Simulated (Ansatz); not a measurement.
LaAlO3 (cubic perovskite)

```
LaAlO3
1.0
    3.77167     0.00000     0.00000
    0.00000     3.77167     0.00000
    0.00000     0.00000     3.77167
La Al O
1 1 3
Direct
  0.00000   0.00000   0.00000
  0.50000   0.50000   0.50000
  0.00000   0.50000   0.50000
  0.50000   0.50000   0.00000
  0.50000   0.00000   0.50000
```

The slice is a {210} plane (indices of the conventional cell) through the point (0.000, 0.000, 0.000) (fractional), spanned by u = [100] and v = [021] in vectors of this cell: u (3.77 Å) and v (8.43 Å, at 90° to u). It covers one period; positions are fractions (u, v).

Computed with PBEsol (plane waves to 420 eV, PAW, scalar-relativistic; Ansatz, an electronic-structure program). k mesh 9×9×9. Near the nuclei the fields are pseudised (PAW); where an atom keeps semicore shells as valence, they peak there. LaAlO3 is run without spin polarisation. LaAlO3 was relaxed with its symmetry unable to fall. This is a high-temperature form of LaAlO3.

### Question
Predict the map of the valence electron density on the slice.

### Answer
```
|667755220000225577|
|665533222222223355|
|332211223333221122|
|222211335555331122|
|443322334444332233|
|554422223333222244|
|443322222222222233|
|222211335555331122|
|000022558888552200|
|000033779999773300|
|000022558888552200|
|222211335555331122|
|443322222222222233|
|554422223333222244|
|443322334444332233|
|222211335555331122|
|332211223333221122|
|665533222222223355|
|667755220000225577|
|666666330000336666|
```
Scale: ten equal steps from -1.21 (start of '0') to 0.83 (end of '9'), in the order '0123456789'. Values: log₁₀ of the valence density in e/Å³. The map has 9 points along u (two characters each, u = 0 at the left) and 20 along v (v = 0 in the bottom row). The scale is logarithmic, as a density can span decades between atoms and voids.
